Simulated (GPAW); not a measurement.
# AlN (P6_3mc) in GPAW: notebook, part 2 of 2

GPAW 26.7.0.

## Step 3: Band structure, PW91

Contents of run.py:

```python
from ase.dft.bandgap import bandgap
from ase.io import read, write
from ase.units import GPa
from gpaw import GPAW, PW, setup_paths

setup_paths.insert(0, '.')

atoms = read('AlN.xyz')

calc = GPAW(mode=PW(800),
            xc='GGA_X_PW91+GGA_C_PW91',
            kpts={'size': (7, 7, 4), 'gamma': True},
            occupations={'name': 'fermi-dirac', 'width': 0.05},
            nbands=18,
            convergence={'density': 1e-05, 'energy': 1e-05},
            maxiter=150,
            txt='gpaw.txt')
atoms.calc = calc
energy = atoms.get_potential_energy()
forces = atoms.get_forces()
stress = atoms.get_stress()
calc.write('gs.gpw')
write('result.traj', atoms)
print(f'Energy: {energy:.6f} eV')
print('Forces (eV/A):')
print(forces.round(4))
print('Stress (GPa):', (stress / GPa).round(3))
print('Fermi level:', round(calc.get_fermi_level(), 4), 'eV')
print(f'Gap: {bandgap(calc)[0]:.4f} eV, direct: {bandgap(calc, direct=True)[0]:.4f} eV')

path = atoms.cell.bandpath('GMKGALHA,LM,KH', npoints=80, eps=1e-4)
bs_calc = calc.fixed_density(kpts=path, symmetry='off', nbands=29,
                             convergence={'bands': 'CBM+6.0', 'eigenstates': 1e-6}, txt='bands.txt')
bs = bs_calc.band_structure()
bs.write('bs.json')
print(f'Gap on the path: {bandgap(bs_calc)[0]:.4f} eV')
```

Contents of AlN.xyz:

```xyz
4
Lattice="3.1130000000 0.0000000000 0.0000000000 -1.5565000000 2.6959370820 0.0000000000 0.0000000000 0.0000000000 4.9810000000" Properties=species:S:1:pos:R:3 pbc="T T T"
Al     1.5565000002      0.8986456939      2.4905000000
Al    -0.0000000002      1.7972913881      0.0000000000
N      1.5565000002      0.8986456939      4.3832800000
N     -0.0000000002      1.7972913881      1.8927800000
```

Potentials or basis: PAW data sets generated in the run's folder for this functional, pw.

Started as:

```console
$ gpaw-setup -f GGA_X_PW91+GGA_C_PW91 Al N
$ OMP_NUM_THREADS=1 python run.py
```

Run time: 29 s. Hardware: 1 thread of AMD EPYC 9R45 (Zen 5), shared host; peak memory 0.32 GiB.

It converged, with:

| Item | Value |
| --- | --- |
| Free energy | -29.9502 eV |
| Pressure | 3.8 GPa |
| Largest force | 0.130 eV/Å |
| Band gap on the k mesh | 4.27 eV, direct |
| Band gap along the path | 4.27 eV, direct |

Forces on the atoms (eV/Å):
```
Al   0.000  0.000 -0.128
Al   0.000  0.000 -0.128
N    0.000  0.000  0.130
N    0.000  0.000  0.130
```

Stress tensor (GPa, compression positive):
```
3.30 0.00 0.00
0.00 3.30 0.00
0.00 0.00 4.95
```

Levels at the corners of the path, in eV from the valence-band top:
```
point  band 6  band 7  band 8  band 9  band 10  band 11
    Γ   -0.18   -0.18    0.00    4.27     6.69    10.63
    M   -2.06   -1.76   -0.66    5.84     5.85     8.24
    K   -2.41   -2.37   -2.37    5.09     8.39     9.72
    Γ   -0.18   -0.18    0.00    4.27     6.69    10.63
    A   -0.51   -0.51   -0.51    6.50     6.50    10.37
    L   -1.43   -1.35   -1.35    5.35     5.35     9.31
    H   -3.82   -0.78   -0.78    7.46     7.46     7.89
    A   -0.51   -0.51   -0.51    6.50     6.50    10.37
    L   -1.43   -1.35   -1.35    5.35     5.35     9.31
    M   -2.06   -1.76   -0.66    5.84     5.85     8.24
    K   -2.41   -2.37   -2.37    5.09     8.39     9.72
    H   -3.82   -0.78   -0.78    7.46     7.46     7.89
```

## Step 4: One-shot levels of the hybrid HSE06, LDA

Contents of run.py:

```python
import numpy as np
from ase.dft.bandgap import bandgap
from ase.io import read, write
from ase.units import GPa
from gpaw import GPAW, PW
from gpaw.hybrids import NonSelfConsistentHybridXCCalculator
from gpaw.hybrids.energy import non_self_consistent_energy

atoms = read('POSCAR')

calc = GPAW(mode=PW(600),
            xc='LDA',
            kpts={'size': (6, 6, 4), 'gamma': True},
            occupations={'name': 'fermi-dirac', 'width': 0.05},
            nbands=20,
            convergence={'density': 1e-05, 'energy': 1e-05, 'bands': 16, 'eigenstates': 1e-07},
            maxiter=150,
            txt='gpaw.txt')
atoms.calc = calc
energy = atoms.get_potential_energy()
forces = atoms.get_forces()
stress = atoms.get_stress()
calc.write('gs.gpw')
write('result.traj', atoms)
print(f'Energy: {energy:.6f} eV')
print('Forces (eV/A):')
print(forces.round(4))
print('Stress (GPa):', (stress / GPa).round(3))
print('Fermi level:', round(calc.get_fermi_level(), 4), 'eV')
print(f'Gap: {bandgap(calc)[0]:.4f} eV, direct: {bandgap(calc, direct=True)[0]:.4f} eV')

for xc in ['HSE06', 'YS-PBE0', 'EXX']:
    e = non_self_consistent_energy(calc, xc).sum()
    print(f'{xc} energy on these orbitals: {e:.6f} eV')
    nsc = NonSelfConsistentHybridXCCalculator.from_dft_calculation(
        calc.dft, xc, log=f'levels-{xc}.txt')
    dft_skn, hyb_skn = nsc.calculate(calc.dft.ibzwfs, 0, 16)
    np.savetxt(f'levels-{xc}.dat', hyb_skn.reshape((-1, hyb_skn.shape[-1])), fmt='%.4f')
```

Contents of POSCAR:

```
AlN
1.0
    3.1130000000      0.0000000000      0.0000000000
   -1.5565000000      2.6959370820      0.0000000000
    0.0000000000      0.0000000000      4.9810000000
Al N
2 2
Direct
    0.6666666667      0.3333333333      0.5000000000
    0.3333333333      0.6666666667      0.0000000000
    0.6666666667      0.3333333333      0.8800000000
    0.3333333333      0.6666666667      0.3800000000
```

Potentials or basis: the program's PAW data sets (release 1.2.1) made for this functional, pw.

Started as:

```console
$ OMP_NUM_THREADS=1 python run.py
```

gpaw.txt:

```text
__  _  _
 | _ |_)|_||  |
 |__||  | ||/\| - 26.7.0

Input parameters:
  mode=PW(ecut=600.0),
  convergence={'density': 1e-05, 'energy': 1e-05, 'bands': 16, 'eigenstates': 1e-07},
  kpts=MonkhorstPack(size=(6, 6, 4), gamma=True),
  maxiter=150,
  nbands=20,
  occupations=Occupations(name='fermi-dirac', width=0.05),
  xc=XC(name='LDA')

Diagonalizing LCAO Hamiltonian
Converting LCAO to pw mode

           N

           Al
        N

        Al

Atoms  # Å, Bohr magnetons
|   | symbol |         x |        y |        z |    initial magnetic moments |
|---|--------|-----------|----------|----------|-----------------------------|
| 0 |     Al |  1.556500 | 0.898646 | 2.490500 | ( 0.0000,  0.0000,  0.0000) |
| 1 |     Al | -0.000000 | 1.797291 | 0.000000 | ( 0.0000,  0.0000,  0.0000) |
| 2 |      N |  1.556500 | 0.898646 | 4.383280 | ( 0.0000,  0.0000,  0.0000) |
| 3 |      N | -0.000000 | 1.797291 | 1.892780 | ( 0.0000,  0.0000,  0.0000) |

Unit cell  # Å
| periodic |         x |        y |        z |  lengths |     angles |
[... 163 lines left out ...]
Energy contributions:
  Kinetic:          32.157752
  Coulomb:         -27.307416
  Zero:             -0.041402
  External:          0.000000
  Xc:              -37.308632
  Entropy:          -0.000000
  Spinorbit:         0.000000
  ----------------------------
  Free energy:     -32.499698
  Extrapolated:    -32.499698

dipole moment: (0.000000, -0.000001, -6.848913)  # |e|*Ang

Fermi level: 6.782
Eigenvalues  # (at kpt = [0.000, 0.000, 0.000])
| band index |      eig [eV] | occ [0-2] |
|------------|---------------|-----------|
|          0 |        -9.184 |     2.000 |
|          1 |        -6.966 |     2.000 |
|          2 |        -0.184 |     2.000 |
|          3 |         5.019 |     2.000 |
|          4 |         5.019 |     2.000 |
|          5 |         5.673 |     2.000 |
[... 8 lines left out ...]
|         14 |        18.817 |     0.000 |
|         15 |        18.817 |     0.000 |
|        ... |               |           |
|         19 |        23.042 |     0.000 |

Gap: 4.245 eV
Transition (v -> c):
  (s=0, k=0, n=7, [0.00, 0.00, 0.00]) -> (s=0, k=0, n=8, [0.00, 0.00, 0.00])
No difference between direct/indirect transitions

Forces  # eV/Ang
|        x |       y |        z |
|----------|---------|----------|
|  0.00000 | 0.00000 | -0.12096 |  # Al   0
| -0.00000 | 0.00000 | -0.12102 |  # Al   1
| -0.00000 | 0.00000 |  0.12033 |  # N    2
|  0.00000 | 0.00000 |  0.12049 |  # N    3

Stress tensor  # eV/Ang^3
|        x |         y |         z |
|----------|-----------|-----------|
| 0.069632 |  0.000000 |  0.000000 |
| 0.000000 |  0.069632 | -0.000000 |
| 0.000000 | -0.000000 |  0.059540 |

# Writing to gs.gpw (mode='')
```

stdout:

```text
Energy: -32.499698 eV
Forces (eV/A):
[[ 0.      0.     -0.121 ]
 [-0.      0.     -0.121 ]
 [-0.      0.      0.1203]
 [ 0.      0.      0.1205]]
Stress (GPa): [11.156 11.156  9.539 -0.     0.     0.   ]
Fermi level: 6.7817 eV
Gap: 4.2447 eV, direct: 4.2447 eV
IBZ(<points: 24, symmetries: 6>)
Occupied bands: 8
DFT energy: -32.49969772321945 eV
minus DFT-XC energy: 37.30863163053092 eV
Core-core contribution:           -291.108
Valence-core contribution:          -5.506
Valence-valence contribution:      -35.486
HSE06 energy on these orbitals: -113.079331 eV
IBZ(<points: 24, symmetries: 6>)
Occupied bands: 8
DFT energy: -32.49969772321945 eV
minus DFT-XC energy: 37.30863163053092 eV
Core-core contribution:           -291.108
Valence-core contribution:          -5.506
Valence-valence contribution:      -34.409
YS-PBE0 energy on these orbitals: -183.547216 eV
IBZ(<points: 24, symmetries: 6>)
Occupied bands: 8
DFT energy: -32.49969772321945 eV
minus DFT-XC energy: 37.30863163053092 eV
Core-core contribution:          -1164.432
Valence-core contribution:         -22.023
Valence-valence contribution:     -168.374
EXX energy on these orbitals: -64.652858 eV
```

levels-HSE06.txt:

```text
IBZ(<points: 24, symmetries: 6>)
Occupied bands: 8
Calculating eigenvalues:
  k-points: 24
  Bands: 0-15 (inclusive)
HSE06-eigenvalue shifts:
  min: -2.346 eV
  ave: -0.056 eV
  max: 1.537 eV
```

It took 7.5 min on 1 thread of AMD EPYC 9R45 (Zen 5), shared host; peak memory 0.55 GiB.

What came out:

```
Free energy                            : -32.4997 eV
Pressure                               : -10.6 GPa
Largest force                          : 0.121 eV/Å
Band gap on the k mesh                 : 4.24 eV, direct
Band gap of the one-shot hybrid        : 5.63 eV
Direct band gap of the one-shot hybrid : 5.63 eV
```

Forces on the atoms (eV/Å):
```
Al   0.000  0.000 -0.121
Al   0.000  0.000 -0.121
N    0.000  0.000  0.120
N    0.000  0.000  0.120
```

Band gaps from one-shot exact exchange on these states (eV): hse06 5.63, ys_pbe0 5.81, hf 12.75

Caveat: the k mesh is coarse; the cutoff is short for stress and forces, so pressures can be off by a GPa or more; energy and the plain gap are those of the semilocal run; the hybrids' values are one shot on its orbitals and mesh.

## Step 5: Overview

| task | level | potentials or basis | k mesh | cutoff (eV) | band path | band points | hybrids on these orbitals | oneshot functional | gap on the mesh (eV) | pressure (GPa) | largest force (eV/Å) |
| --- | --- | --- | --- | --- | --- | --- | --- | --- | --- | --- | --- |
| equation of state | vdW-DF-cx | GPAW PAW data sets (gpaw-data 1.2.1), pw | 7 × 7 × 4 | 800 | - | - | - | - | - | - | - |
| band structure | PW91 | PAW data sets generated in the run's folder for this functional, pw | 7 × 7 × 4 | 800 | GMKGALHA,LM,KH | 80 | - | - | 4.27 | 3.8 | 0.13 |
| one-shot levels of the hybrid HSE06 | LDA | the program's PAW data sets (release 1.2.1) made for this functional, pw | 6 × 6 × 4 | 600 | - | - | ["HSE06", "YS-PBE0", "EXX"] | HSE06 | 4.24 | -10.6 | 0.12 |

Alike in all rows: no spin polarisation; cell as given; smearing fermi-dirac 0.05 eV.

Caveats: the PAW data sets were made with another functional, which shifts forces and pressure a little (some runs); the cutoff is short for stress and forces, so pressures can be off by a GPa or more (some runs); energy and the plain gap are those of the semilocal run (some runs); the hybrids' values are one shot on its orbitals and mesh (some runs).

Total energies depend on the potentials used, so only differences within one code and one set of settings carry meaning.

## Step 6: How close it comes

Step 3. Against the measured gap of AlN, 6.034 eV (an exciton energy, a little under the gap; 10 K; quoted in “Self-assembly of well-separated AlN nanowires directly on sputtered metallic TiN films”, 2019, arxiv:1910.07391), the calculated 4.27 eV is off by -1.77 eV. 2 values of this kind are on record (6.034 to 6.0343 eV); this one was drawn at random. The value is that of PW91, without temperature or zero-point motion. Semilocal functionals fall short of measured gaps as a rule.

Step 4. A measured gap of AlN is 6.034 eV (an exciton energy, a little under the gap; 10 K; quoted in “Self-assembly of well-separated AlN nanowires directly on sputtered metallic TiN films”, 2019, arxiv:1910.07391); the calculated 4.24 eV misses it by -1.79 eV. 2 values of this kind are on record (6.034 to 6.0343 eV); this one was drawn at random. The value is that of LDA, without temperature or zero-point motion. Semilocal functionals fall short of measured gaps as a rule.
